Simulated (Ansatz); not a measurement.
A series in volume per atom on Ir

Results calculated with Ansatz 0.2.0, not measured. Periodic Kohn-Sham DFT of a crystal at fixed atoms; pressure and stress are positive in compression; the energy is the free energy less that of spherical unpolarised free atoms; site moments are those in the method's own spheres, positive along +z.

Cell of the first row (space group Fm-3m, No. 225):
```
cell vectors (Å)
   0.0000     1.8805     1.8805
   1.8805     0.0000     1.8805
   1.8805     1.8805     0.0000
atoms (fractions of the cell vectors)
Ir  0.00000  0.00000  0.00000
```

Settings of every row: method all-electron PAW; functional PBE; relativity scalar; k mesh 15x15x15; filling fermi-dirac; smearing width 0.05 eV; nucleus gaussian.

Atom start moment: 0 on all atoms.

Limits: no spin-orbit coupling on heavy atoms.

| row | volume per atom (Å³) | pressure (GPa) |
| --- | --- | --- |
| 1 | 13.3 | 37.09 |
| 2 | 13.307 | 36.811 |
| 3 | 13.583 | 26.546 |
| 4 | 13.866 | 17.175 |
| 5 | 14.008 | 12.887 |
| 6 | 14.149 | 8.846 |
| 7 | 14.291 | 5.04 |
| 8 | 14.432 | ? |
| 9 | 14.715 | -5.123 |
| 10 | 14.998 | -10.953 |

Question: what pressure should row 8 give?

Worked fit of pressure. Take u = (V_r/V)^(2/3) − 1 with V_r = 14.008 Å³ an atom, which is twice the finite (Eulerian) strain; such expansions in the strain, on which the Birch-Murnaghan equation of state is built, carry the rest volume and the bulk modulus. The shown rows have u = 0.03518, 0.03482, 0.02075, 0.00682, 0, -0.00665, -0.01325, -0.03229, -0.0445. Least squares give pressure = 12.8785 + 617.651 × u + 1933.21 × u² + 2003 × u³ GPa; a parabola predicts inner rows, each left out in turn, worse (root mean square 0.031 against 0.011 GPa). The rows lie off it by 0.003, -0.003, 0.001, -0.006, 0.008, -0.010, 0.011, -0.006, 0.002 (root mean square 0.0065 GPa). The pressure vanishes at u = -0.0224, or V = 14.49 Å³ an atom, and there the bulk modulus at fixed shape and fractions is B = −V dP/dV = (2/3)(1 + u) dP/du = 348 GPa. The withheld row has u = -0.01968, so the fit gives 12.8785 + 617.651 × (-0.01968) + 1933.21 × (-0.01968)² + 2003 × (-0.01968)³ = 1.457 GPa.

The calculation gave 1.447 GPa. The fit lies 0.010 GPa (0.021 % of the column's range) above it; its largest miss of a shown row is 0.011 GPa.
